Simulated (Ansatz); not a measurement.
TiC: energy along a strain

TiC, Fm-3m, a = 4.328 Å (as given, not relaxed at this level: 0.9 GPa). Ansatz: PBE, PAW, 420 eV, Γ-centred 18×18×18 mesh on 2 atoms, Gaussian smearing 0.15 eV; no spin polarisation. Cell vectors (Å): 0.000 2.164 2.164; 2.164 0.000 2.164; 2.164 2.164 0.000. The cell is strained by x per cent times the pattern (0 0 0 0 0 1) in the order xx yy zz yz xz xy (engineering shears), with fractional coordinates held. y is the free energy over the start, V0 = 10.134 Å³/atom. Symmetry makes y even in x. Points with a strain past 8.5 % were computed too (4) and aren't used here.

```tsv
x (%)	y (meV/atom)
-7.50	30.25
0.00	0.00
1.87	1.86
3.75	7.51
5.62	?
```

Fit y = c2 x² + c4 x⁴ to the other rows, get the stiffness along the pattern, and predict the missing energy.

Least squares on the rows shown. y = 0.53269 x² + 9.0541×10⁻⁵ x⁴. The clamped-ion stiffness p·C·p = 2 × 5.327 eV × 160.2 / 10.134 Å³ = 168 GPa, which is C66 in these axes (C44 of the cubic crystal) (second derivative at the start, which stands under stress). At x = 5.62 the fit asked for gives 16.92 meV/atom. The run gave 16.94 meV/atom, so the fit is 0.02 meV/atom too low, a small miss on the scale of the series.